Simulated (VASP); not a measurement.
A run of VASP 6.6.1:

File INCAR:

```
PREC = Accurate
ENCUT = 600
EDIFF = 1E-6
ISMEAR = -1
SIGMA = 0.05
LREAL = False
LASPH = True
NELM = 60
ALGO = Normal
ISIF = 3
LWAVE = False
LCHARG = False
GGA = RE
IVDW = 12
IBRION = 2
NSW = 60
EDIFFG = -0.01
```

Contents of KPOINTS:

```
Automatic mesh
0
Gamma
  6 6 8
```

POSCAR

```
PbO2
1.0
    4.9949598700      0.0000000000      0.0000000000
    0.0000000000      4.9949598700      0.0000000000
    0.0000000000      0.0000000000      3.4090009600
Pb O
2 4
Direct
    0.5000000000      0.5000000000      0.5000000000
    0.0000000000      0.0000000000      0.0000000000
    0.6925710400      0.6925710400      0.0000000000
    0.8074289600      0.1925710400      0.5000000000
    0.1925710400      0.8074289600      0.5000000000
    0.3074289600      0.3074289600      0.0000000000
```

Potentials or basis: VASP PAW PBE potentials, release 64 (Pb_d, O).

The run is started by

```bash
$ cat potpaw_PBE.64/Pb_d/POTCAR potpaw_PBE.64/O/POTCAR > POTCAR
$ mpirun -np 1 vasp_std > vasp.out
```

Hardware: 1 thread of Intel(R) Xeon(R) 6975P-C (Granite Rapids), on a shared host.

**Question.** Estimate the wall time of this run.

**Answer.** Run time: 4.2 min on 1 thread of Intel(R) Xeon(R) 6975P-C (Granite Rapids) (shared host), peak memory 0.3 GiB. Counts: scf iterations 43, k points 50, ion steps 5.
